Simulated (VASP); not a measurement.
Level of theory: PBE GGA with D4 dispersion, VASP's PBE PAW potentials (set 64) (plane waves; VASP).

A VASP calculation is set up with these files.

POSCAR:
```
CsI
4.5804330
  1.0000000548   0.0000000000   0.0000000000
  0.0000000000   1.0000000548   0.0000000000
  0.0000000000   0.0000000000   1.0000000548
Cs I
1 1
Direct
  0.0000000000   0.0000000000   0.0000000000
  0.5000000000   0.5000000000   0.5000000000
```

**KPOINTS**
```
k-points along high-symmetry lines
15
Line-mode
Reciprocal
  0.000000   0.000000   0.000000 ! GAMMA
  0.000000   0.500000   0.000000 ! X

  0.000000   0.500000   0.000000 ! X
  0.500000   0.500000   0.000000 ! M

  0.500000   0.500000   0.000000 ! M
  0.000000   0.000000   0.000000 ! GAMMA

  0.000000   0.000000   0.000000 ! GAMMA
  0.500000   0.500000   0.500000 ! R

  0.500000   0.500000   0.500000 ! R
  0.000000   0.500000   0.000000 ! X

  0.500000   0.500000   0.500000 ! R
  0.500000   0.500000   0.000000 ! M
```

### INCAR
```
! general
SYSTEM  = CsI
PREC    = Accurate
ENCUT   = 520   ! plane-wave cut-off (eV)
LREAL   = .FALSE.   ! projection in real space or not
LASPH   = .TRUE.
ICHARG  = 11   ! fixed density

! electronic loop
EDIFF   = 1E-7
NELM    = 100
ALGO    = Normal   ! blocked Davidson
LMAXMIX = 4   ! l cut-off of mixed one-centre charges

! smearing
ISMEAR  = 0   ! Gaussian
SIGMA   = 0.05

! functional
GGA     = PE   ! PBE
IVDW    = 13   ! D4

! output
LWAVE   = .FALSE.
LCHARG  = .FALSE.
LORBIT  = 11
```

POTCAR, in this order: Cs_sv I (PBE.64 set). Program: vasp_std. Read from the step before: CHGCAR.

Output of the run:

**OSZICAR**
```
       N       E                     dE             d eps       ncg     rms          rms(c)
DAV:   1     0.921462292892E+02    0.92146E+02   -0.62685E+03  2160   0.109E+03
DAV:   2     0.227630733227E+01   -0.89870E+02   -0.84492E+02  3076   0.167E+02
DAV:   3    -0.529649207730E+01   -0.75728E+01   -0.75414E+01  2720   0.553E+01
DAV:   4    -0.540661619318E+01   -0.11012E+00   -0.11009E+00  2576   0.816E+00
DAV:   5    -0.540812417122E+01   -0.15080E-02   -0.15079E-02  2636   0.957E-01
DAV:   6    -0.540817040043E+01   -0.46229E-04   -0.46229E-04  2884   0.149E-01
DAV:   7    -0.540817124948E+01   -0.84906E-06   -0.84907E-06  2640   0.177E-02
DAV:   8    -0.540817128237E+01   -0.32886E-07   -0.32895E-07  2292   0.302E-03
   1 F= -.57985923E+01 E0= -.57985923E+01  d E =-.632583E-16
```

File OUTCAR:
```
 val. band max:        0.7599363913   @ k =   0.5000   0.5000   0.0000

 cond. band min:       4.6065742549   @ k =   0.0000   0.0000   0.0000



 k-point     1 :       0.0000    0.0000    0.0000
  band No.  band energies     occupation
      1     -19.6416      2.00000
      2      -9.8838      2.00000
      3      -6.3433      2.00000
      4      -6.3433      2.00000
      5      -6.3433      2.00000
      6       0.6698      2.00000
      7       0.6698      2.00000
      8       0.6698      2.00000
      9       4.6066      0.00000
     10       4.9542      0.00000
     11       4.9542      0.00000
     12       8.5016      0.00000

 k-point     2 :       0.0000    0.0357    0.0000
  band No.  band energies     occupation
      1     -19.6413      2.00000
      2      -9.8839      2.00000
      3      -6.3454      2.00000
      4      -6.3426      2.00000
      5      -6.3426      2.00000
      6       0.6434      2.00000
      7       0.6680      2.00000
      8       0.6680      2.00000
      9       4.6386      0.00000
     10       4.9619      0.00000
     11       4.9824      0.00000
     12       8.5012      0.00000

 k-point     3 :       0.0000    0.0714    0.0000
  band No.  band energies     occupation
      1     -19.6405      2.00000
      2      -9.8841      2.00000
      3      -6.3514      2.00000
      4      -6.3404      2.00000
      5      -6.3404      2.00000
      6       0.5680      2.00000
      7       0.6627      2.00000
      8       0.6627      2.00000
      9       4.7300      0.00000
     10       4.9849      0.00000
     11       5.0672      0.00000
     12       8.4859      0.00000

 k-point     4 :       0.0000    0.1071    0.0000
  band No.  band energies     occupation
      1     -19.6391      2.00000
      2      -9.8845      2.00000
      3      -6.3610      2.00000
      4      -6.3368      2.00000
      5      -6.3368      2.00000
      6       0.4531      2.00000
      7       0.6542      2.00000
...
```

The density is held fixed in this step, so its total energy and stress have no physical meaning. Unless said otherwise, spin-orbit coupling is left out, though it shifts the bands of the heavy elements here.

The compound is CsI in the CsCl type structure. It was relaxed first.
